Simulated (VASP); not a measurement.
# RbBr (Pm-3m) in VASP: a series of runs

The runs below take RbBr through single point, with r2SCAN.

Program: VASP 6.6.1. These are calculated values, not measurements. Logs are shortened: lines on timing, memory, paths and dates and some standing lists are left out, and cuts for length are marked.

## (1) The crystal as given

Symmetry: Pm-3m, No. 221, cubic system. Conventional cell: a = 4.126 Å, b = 4.126 Å, c = 4.126 Å, α = 90.00°, β = 90.00°, γ = 90.00°. Rb (site symmetry m-3m) is surrounded by 8 Br at 3.57 Å. Around Br (site symmetry m-3m) lie 8 Rb at 3.57 Å.

The cell comes from a database or a generator and needn't be the stable form of this composition.

## (2) Single point, r2SCAN

File INCAR:

```
PREC     = Accurate       # precision mode
ENCUT    = 400            # plane-wave cutoff, eV
EDIFF    = 1E-6           # SCF threshold, eV
ISMEAR   = -5             # smearing method
SIGMA    = 0.05           # smearing width, eV
LREAL    = F              # projectors in reciprocal space
LASPH    = T              # aspherical terms in the spheres
NELM     = 100            # most SCF steps
ALGO     = Normal         # electronic algorithm
ISIF     = 2              # what is computed and relaxed
LWAVE    = F              # write WAVECAR
LCHARG   = F              # write CHGCAR
METAGGA  = R2SCAN         # meta-GGA
LMIXTAU  = T            
ADDGRID  = F
```

File KPOINTS:

```
Automatic mesh
0
Gamma
  8 8 8
```

File POSCAR:

```
RbBr
1.0
    4.1260773000      0.0000000000      0.0000000000
    0.0000000000      4.1260773000      0.0000000000
    0.0000000000      0.0000000000      4.1260773000
Rb Br
1 1
Direct
    0.0000000000      0.0000000000      0.0000000000
    0.5000000000      0.5000000000      0.5000000000
```

Potentials or basis: VASP PAW PBE potentials, release 64 (Rb_sv, Br).

Command:

```bash
$ cat potpaw_PBE.64/Rb_sv/POTCAR potpaw_PBE.64/Br/POTCAR > POTCAR
$ mpirun -np 1 vasp_std > vasp.out
```

OUTCAR:

```text
PREC = Accurate
   ENCUT = 400
   EDIFF = 1E-6
   ISMEAR = -5
   LREAL = F
   LASPH = T
   NELM = 100
   ISIF = 2
   METAGGA = R2SCAN

 Found     35 irreducible k-points:

 Following reciprocal coordinates:
            Coordinates               Weight
  0.000000  0.000000  0.000000      1.000000
  0.125000  0.000000  0.000000      6.000000
  0.250000  0.000000  0.000000      6.000000
  0.375000  0.000000  0.000000      6.000000
  0.500000  0.000000  0.000000      3.000000
  0.125000  0.125000  0.000000     12.000000
   k-points           NKPTS =     35   k-points in BZ     NKDIM =     35   number of bands    NBANDS=     12
   number of dos      NEDOS =    301   number of ions     NIONS =      2
   total plane-waves  NPLWV =  21952
   dimension x,y,z NGX =    28 NGY =   28 NGZ =   28
   dimension x,y,z NGXF=    56 NGYF=   56 NGZF=   56
   ions per type =               1   1
   NGX,Y,Z   is equivalent  to a cutoff of  11.28, 11.28, 11.28 a.u.
   NGXF,Y,Z  is equivalent  to a cutoff of  22.56, 22.56, 22.56 a.u.
 SYSTEM =  unknown system
   PREC   = accura    normal or accurate (medium, high low for compatibility)
   ISTART =      0    job   : 0-new  1-cont  2-samecut
   ICHARG =      2    charge: 1-file 2-atom 10-const
   ISPIN  =      1    spin polarized calculation?
   LNONCOLLINEAR =      F non collinear calculations
   LSORBIT =      F    spin-orbit coupling
   LASPH  =      T    aspherical Exc in radial PAW
   ENCUT  =  400.0 eV  29.40 Ry    5.42 a.u.   6.73  6.73  6.73*2*pi/ulx,y,z
   NELM   =    100;   NELMIN=  2; NELMDL= -5     # of ELM steps
   EDIFF  = 0.1E-05   stopping-criterion for ELM
   LREAL  =      F    real-space projection
   EDIFFG = 0.1E-04   stopping-criterion for IOM
   NSW    =      0    number of steps for IOM
   IBRION =     -1    ionic relax: 0-MD 1-quasi-New 2-CG
   NFREE  =      0    steps in history (QN), initial steepest desc. (CG)
   ISIF   =      2    stress and relaxation
   ISYM   =      2    0-nonsym 1-usesym 2-fastsym
   POTIM  = 0.5000    time-step for ionic-motion
   TEBEG  =    0.0;   TEEND  =   0.0 temperature during run
   PSTRESS=    0.0 pullay stress
   NELECT =      16.0000    total number of electrons
   NUPDOWN=      -1.0000    fix difference up-down
   EMIN   =  10.00;   EMAX   =-10.00  energy-range for DOS
   EFERMI =   0.00;   METHOD = LEGACY
   ISMEAR =    -5;   SIGMA  =   0.05  broadening in eV -4-tet -1-fermi 0-gaus
   EFERMI_NEDOS =   21; number of points for ismear=-14 and -15
   IALGO  =     38    algorithm
   IMIX   =      4    mixing-type and parameters
     AMIX     =   0.40;   BMIX     =  1.00
     AMIX_MAG =   1.60;   BMIX_MAG =  1.00
  volume/ion in A,a.u.               =      35.12       237.02
  Fermi-wavevector in a.u.,A,eV,Ry     =   0.999795  1.889338 13.600238  0.999589
  Thomas-Fermi vector in A             =   2.132108
   LORBIT       =      0    0 simple, 1 ext, 2 COOP (PROOUT), +10 PAW based schemes
   METAGGA = R2SCAN    functional components
   LHFCALC =     F    Hartree Fock is set to
   AEXX    =    0.0000 exact exchange contribution
   IVDW    =     0    specifies the selected vdW correction
   LEPSILON=     F    determine dielectric tensor
   LRPA    =     F    only Hartree local field effects (RPA)
 non-spin polarized calculation
 Fermi weights with tetrahedron method with Bloechl corrections
  energy-cutoff  :      400.00
  volume of cell :       70.24
 maximum number of plane-waves:      1328
 NGX is ok and might be reduce to    28
   NGX = 13   NGY = 13   NGZ = 13

 number of electron      16.0000007 magnetization

 Free energy of the ion-electron system (eV)
  ---------------------------------------------------
  ext. energy  EPLUGINS =         0.00000000
  ---------------------------------------------------
  free energy    TOTEN  =       -31.11044899 eV

  energy without entropy =      -31.11044899  energy(sigma->0) =      -31.11044899

 E-fermi :  -1.0482     XC(G=0):  -8.3260

 val. band max:       -1.0510724997   @ k =   0.5000   0.5000   0.0000
 cond. band min:       3.7814055237   @ k =   0.0000   0.0000   0.0000
 fundamental gap:      4.8324780234
 Fermi energy:        -1.0481719596

 k-point     1 :       0.0000    0.0000    0.0000
  band No.  band energies     occupation
      1     -26.9382      2.00000
      2     -14.1084      2.00000
      3     -10.3753      2.00000
      4     -10.3753      2.00000
      5     -10.3753      2.00000
      6      -1.2052      2.00000
      7      -1.2052      2.00000
      8      -1.2052      2.00000
      9       3.7814      0.00000
     10       5.0658      0.00000
     11       5.0658      0.00000
     12       9.6727      0.00000

 k-point     2 :       0.1250    0.0000    0.0000
  band No.  band energies     occupation
      1     -26.9351      2.00000
      2     -14.1068      2.00000
      3     -10.3961      2.00000
      4     -10.3685      2.00000
      5     -10.3685      2.00000
      6      -1.4986      2.00000
      7      -1.2148      2.00000
      8      -1.2148      2.00000
      9       4.1647      0.00000
     10       5.1874      0.00000
     11       5.4228      0.00000
     12       9.5853      0.00000

 k-point     3 :       0.2500    0.0000    0.0000
  band No.  band energies     occupation
      1     -26.9277      2.00000
      2     -14.1038      2.00000
      3     -10.4422      2.00000
      4     -10.3518      2.00000
      5     -10.3518      2.00000
      6      -2.0867      2.00000
      7      -1.2388      2.00000
      8      -1.2388      2.00000
      9       5.0526      0.00000
     10       5.5400      0.00000
     11       6.3174      0.00000
     12       9.4653      0.00000

 k-point     4 :       0.3750    0.0000    0.0000
  band No.  band energies     occupation
      1     -26.9203      2.00000
      2     -14.1022      2.00000
      3     -10.4826      2.00000
      4     -10.3349      2.00000
      5     -10.3349      2.00000
      6      -2.5726      2.00000
      7      -1.2639      2.00000
      8      -1.2639      2.00000
      9       6.0576      0.00000
     10       6.0964      0.00000
     11       7.1625      0.00000
     12       8.8976      0.00000

 k-point     5 :       0.5000    0.0000    0.0000
  band No.  band energies     occupation
      1     -26.9173      2.00000
      2     -14.1019      2.00000
      3     -10.4977      2.00000
      4     -10.3279      2.00000
      5     -10.3279      2.00000
      6      -2.7541      2.00000
      7      -1.2747      2.00000
      8      -1.2747      2.00000
      9       6.4049      0.00000
     10       6.7588      0.00000
     11       7.3165      0.00000
     12       8.3087      0.00000

 k-point     6 :       0.1250    0.1250    0.0000
  band No.  band energies     occupation
      1     -26.9321      2.00000
      2     -14.1016      2.00000
      3     -10.4212      2.00000
      4     -10.3663      2.00000
      5     -10.3619      2.00000
      6      -1.5829      2.00000
      7      -1.3833      2.00000
      8      -1.2185      2.00000
      9       4.4921      0.00000
     10       5.4103      0.00000
     11       5.6509      0.00000
     12       9.2373      0.00000

 [... further k-points ...]

------------------------ aborting loop because EDIFF is reached ----------------------------------------

  FORCE on cell =-STRESS in cart. coord.  units (eV):
  Direction    XX          YY          ZZ          XY          YZ          ZX
  --------------------------------------------------------------------------------------
  -------------------------------------------------------------------------------------
  Total        0.0136108      0.0136108      0.0136108      0.0000000      0.0000000      0.0000000
  in kB        0.3104436      0.3104436      0.3104436      0.0000000      0.0000000      0.0000000
  external PRESSURE =       0.3104436 kB  Pullay stress =       0.0000000 kB

 VOLUME and BASIS-vectors are now :
 -----------------------------------------------------------------------------
  energy-cutoff  :      400.00
  volume of cell :       70.24
      direct lattice vectors                 reciprocal lattice vectors
     4.126077300  0.000000000  0.000000000     0.242360947  0.000000000  0.000000000
     0.000000000  4.126077300  0.000000000     0.000000000  0.242360947  0.000000000
     0.000000000  0.000000000  4.126077300     0.000000000  0.000000000  0.242360947

 POSITION                                       TOTAL-FORCE (eV/Angst)
 -----------------------------------------------------------------------------------
      0.00000      0.00000      0.00000         0.000000      0.000000      0.000000
      2.06304      2.06304      2.06304         0.000000      0.000000      0.000000
 -----------------------------------------------------------------------------------
    total drift:                               -0.000000      0.000000      0.000000

  FREE ENERGIE OF THE ION-ELECTRON SYSTEM (eV)
  ---------------------------------------------------
  free  energy   TOTEN  =       -31.1104489924 eV

  energy  without entropy=      -31.1104489924  energy(sigma->0) =      -31.11044899
```

OSZICAR:

```text
N       E                     dE             d eps       ncg     rms          rms(c)
DAV:   1     0.515315353432E+02    0.51532E+02   -0.61771E+03   840   0.966E+02
[... 12 lines left out ...]
DAV:  14    -0.311084319829E+02   -0.46419E-01   -0.15771E-02   848   0.138E+00    0.898E-02
DAV:  15    -0.311104405137E+02   -0.20085E-02   -0.14805E-03   876   0.412E-01    0.696E-02
DAV:  16    -0.311102637525E+02    0.17676E-03   -0.18218E-04   880   0.175E-01    0.517E-02
DAV:  17    -0.311103945680E+02   -0.13082E-03   -0.22314E-04   876   0.189E-01    0.441E-02
DAV:  18    -0.311104539640E+02   -0.59396E-04   -0.22485E-05  1056   0.535E-02    0.224E-02
DAV:  19    -0.311104497750E+02    0.41890E-05   -0.15415E-05  1000   0.303E-02    0.158E-02
DAV:  20    -0.311104489924E+02    0.78264E-06   -0.68483E-06   984   0.206E-02
   1 F= -.31110449E+02 E0= -.31110449E+02  d E =0.000000E+00
```

stdout:

```text
POSCAR found type information on POSCAR RbBr
 POSCAR found :  2 types and       2 ions
 scaLAPACK will be used
 -----------------------------------------------------------------------------
|                                                                             |
|                                                                             |
|     You enforced a specific xc type in the INCAR file but a different       |
|     I HOPE YOU KNOW WHAT YOU ARE DOING!                                     |
|                                                                             |
 -----------------------------------------------------------------------------

 LDA part: xc-table for (None), standard interpolation
 POSCAR, INCAR and KPOINTS ok, starting setup
 FFT: planning ... GRIDC
 FFT: planning ... GRID_SOFT
 FFT: planning ... GRID
 WAVECAR not read
 entering main loop
```

Wall time 41 s (1 thread of Intel Xeon 6975P-C (Granite Rapids), shared host); peak memory 0.17 GiB.

These settings aren't checked as converged: the numbers below hold their error.

Results:

- Free energy: -31.1104 eV
- Pressure: 0.0 GPa
- Band gap on the k mesh: 4.83 eV, indirect (least direct gap 4.99 eV)

Caveat: the PAW data sets were made with another functional, which shifts forces and pressure a little.

## (3) Single point, r2SCAN

INCAR: that of step 2 with these lines changed.

```diff
@@ -1,5 +1,5 @@
 PREC     = Accurate       # precision mode
-ENCUT    = 400            # plane-wave cutoff, eV
+ENCUT    = 500            # plane-wave cutoff, eV
 EDIFF    = 1E-6           # SCF threshold, eV
-ISMEAR   = -5             # smearing method
+ISMEAR   = 0              # smearing method
 SIGMA    = 0.05           # smearing width, eV
```

KPOINTS is that of step 2.

POSCAR is that of step 2.

Potentials or basis: VASP PAW PBE potentials, release 64 (Rb_sv, Br).

Command:

```bash
$ cat potpaw_PBE.64/Rb_sv/POTCAR potpaw_PBE.64/Br/POTCAR > POTCAR
$ mpirun -np 1 vasp_std > vasp.out
```

Wall time 55 s (1 thread of Intel Xeon 6975P-C (Granite Rapids), shared host); peak memory 0.18 GiB.

These settings aren't checked as converged: the numbers below hold their error.

Results:

- Free energy: -31.1104 eV
- Pressure: 0.0 GPa
- Band gap on the k mesh: 4.83 eV, indirect (least direct gap 4.99 eV)

Caveat: the PAW data sets were made with another functional, which shifts forces and pressure a little.
